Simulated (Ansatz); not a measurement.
MgSe (Fm-3m) from a database structure, relaxed with r2SCAN: space group Fm-3m (No. 225), cubic; conventional cell a = 5.473 Å, 20.49 Å³ an atom. Mg is surrounded by 6 Se at 2.74 Å; Se is surrounded by 6 Mg at 2.74 Å. One-shot G0W0@PBE in the plane-wave code Ansatz on a 6×6×6 mesh (contour deformation, no spin-orbit coupling), from a PBE gap of 1.802 eV over the mesh points (the G0W0 gap is indirect on the mesh); the number N of bands summed and the screening cutoff rise together. The values are computed, spin-unpolarised, and not measurements.

```csv
N,cutoff (eV),1000/N,G0W0 gap (eV)
135,120,7.407,2.925
316,220,3.165,3.067
```

**Question.** Lay a straight line in 1000/N through these rows.

**Answer.** The slope is -0.0335 eV per unit of 1000/N and the intercept 3.173 eV.

**Question.** Predict the gap at N = 570 (300 eV).

**Answer.** 3.173 + (-0.0335) × 1.754 = 3.114 eV; the run gives 3.112 eV, -0.002 eV from the line.

**Question.** With that run's result added, what limit do the last two rows suggest?

**Answer.** Their slope is (3.112 − 3.067)/(1.754 − 3.165) = -0.0319, which meets 1/N = 0 at 3.17 eV, against 3.173 eV from the first line. The two lines nearly agree; the k mesh isn't extrapolated.

Spin-orbit coupling is left out.
